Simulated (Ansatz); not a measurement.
# MgO at 2 GPa: from Born charge to LO–TO splitting and polaron coupling

Theory: DFT LDA, scalar-relativistic, plane waves, PAW in Ansatz 0.2.0. Settings: 420 eV plane-wave cutoff, Γ-centred 10×10×10 mesh, fixed occupations. No spin polarisation. Phonons by linear response, acoustic sum rule imposed.

The cell, relaxed at 2 GPa:
```cif
data_structure
_symmetry_space_group_name_H-M 'Fm-3m'
_symmetry_Int_Tables_number 225
_cell_length_a 4.1434
_cell_length_b 4.1434
_cell_length_c 4.1434
_cell_angle_alpha 90.000
_cell_angle_beta 90.000
_cell_angle_gamma 90.000
_cell_volume 71.13
loop_
_atom_site_label
_atom_site_type_symbol
_atom_site_symmetry_multiplicity
_atom_site_Wyckoff_symbol
_atom_site_fract_x
_atom_site_fract_y
_atom_site_fract_z
_atom_site_occupancy
Mg1 Mg 4 a 0.00000 0.00000 0.00000 1
O1 O 4 b 0.50000 0.00000 0.00000 1
```

Linear response gives ν_TO = 419.3 cm⁻¹, Born charges ±1.962 e (positive on Mg) and ε∞ = 3.171. The primitive cell holds 17.784 Å³, and the masses are 24.305 and 15.999 amu.

Question: Find ν_LO and the static dielectric constant.

Answer: The long-wave field adds a restoring force: ω_LO² − ω_TO² = Z*²e²/(ε_vac ε∞ μV). In these units ν_LO² − ν_TO² = 4.92064×10⁷ Z*²/(μ V ε∞) cm⁻², with μ = m₁m₂/(m₁ + m₂) = 9.648 amu: 348229 cm⁻². So ν_LO = √(419.3² + 348229) = 723.9 cm⁻¹, and the run gives 723.9. Lyddane–Sachs–Teller then gives ε0 = ε∞ (ν_LO/ν_TO)² = 9.45, against 9.45 in the run (it forms both from the same three quantities, so the match checks the arithmetic only). Between ν_TO and ν_LO the dielectric function is negative and an undamped crystal reflects fully: a reststrahlen band from 13.8 to 23.8 μm.

Question: What do the Clausius–Mossotti polarisability and the Szigeti charge come to?

Answer: With the Lorentz local field, α = (3V/4π)(ε∞ − 1)/(ε∞ + 2) = 1.78 Å³ for the pair, and e_S = 3Z*/(ε∞ + 2) = 1.14 e. The Born charge includes the electrons' response to the dipole's own local field, and e_S takes that enhancement out. The Lorentz field assumes point-like polarisable ions, a fair picture at this small ε∞.

Question: How strongly does a slow electron couple to the LO mode?

Answer: For one isotropic parabolic band, Fröhlich's constant is α_F = (1/ε∞ − 1/ε0) √(m* Ry/ħω_LO), with Ry = 13.606 eV, ħω_LO = 89.8 meV and m* in free-electron masses: α_F = 0.2096 × 12.31 × √m* = 2.58 √m*. The band mass isn't part of this run; for m* = 0.1, 0.3 and 1 it gives 0.82, 1.41, 2.58. In weak coupling the polaron lies α_F ħω_LO below the band edge (127 meV at m* = 0.3) with a mass m*(1 + α_F/6); past α_F of about 5 or 6 that expansion fails. A semilocal functional's ε∞ tends to be too large, which taken alone lowers α_F.

Cost: 1 run of about 0.13 core-minutes, on Intel Xeon Processor @ 2.70GHz (shared hosts).

The Born charges of ±1.962 e lie almost at the formal ionic values, as expected for closed-shell Mg²⁺ and O²⁻ with little charge transfer during the vibration. The smaller Szigeti charge therefore doesn't indicate a half-covalent bond; it probably reflects short-range deformation of the soft oxide shell as neighbouring ions overlap. The wide gap between filled O 2p and empty cation-derived states keeps electronic screening weak, so the nearly full ionic charges, acting on light ions in a compact cell, lift the LO mode far above the TO mode. The same polar displacement supplies most of the static dielectric constant, 9.45 against an electronic part of 3.171.

This large ionic share of the screening also drives the polaron coupling. For a light electron in the dispersive, s-like conduction band, the values suggest a large polaron with weak to intermediate coupling. They can't be carried over to holes, whose heavy, degenerate O 2p bands break the single-band picture and may favour short-range self-trapping.
